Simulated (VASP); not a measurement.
TiSe2, 3 atoms in the cell. The structure is trigonal, space group P-3m1 (No. 164). The conventional cell has a = 3.557 Å, b = 3.557 Å, c = 6.348 Å, α = 90.00°, β = 90.00°, γ = 120.00°. Around Ti (site symmetry -3m) lie 6 Se at 2.56 Å. Around Se (site symmetry 3m) lie 3 Ti at 2.56 Å. The cell is a database's computed one.

```yaml
Program: VASP 6.6.1
Task: single point
Functional: PBE
Potentials_or_basis: VASP PAW PBE potentials, release 64 (Ti_sv, Se)
Cutoff: 520 eV
k_mesh: 6 × 6 × 4
Occupations: gaussian, width 0.1 eV
Spin: no spin polarisation
Dipole_correction: no
Further_INCAR_settings: ALGO = Fast; EDIFF = 1e-07; NBANDS = 19
```

Potentials or basis: VASP PAW PBE potentials, release 64 (Ti_sv, Se).

The run is started by

```bash
$ cat potpaw_PBE.64/Ti_sv/POTCAR potpaw_PBE.64/Se/POTCAR > POTCAR
$ mpirun -np 1 vasp_std > vasp.out
```

Hardware: 1 thread of Intel(R) Xeon(R) 6975P-C (Granite Rapids) (shared host).

Problem. Estimate the wall time of this run.

Solution. Wall time 34 s on 1 thread of Intel(R) Xeon(R) 6975P-C (Granite Rapids), on a shared host, peak memory 0.19 GiB. Counts: scf iterations 29, k points 24.
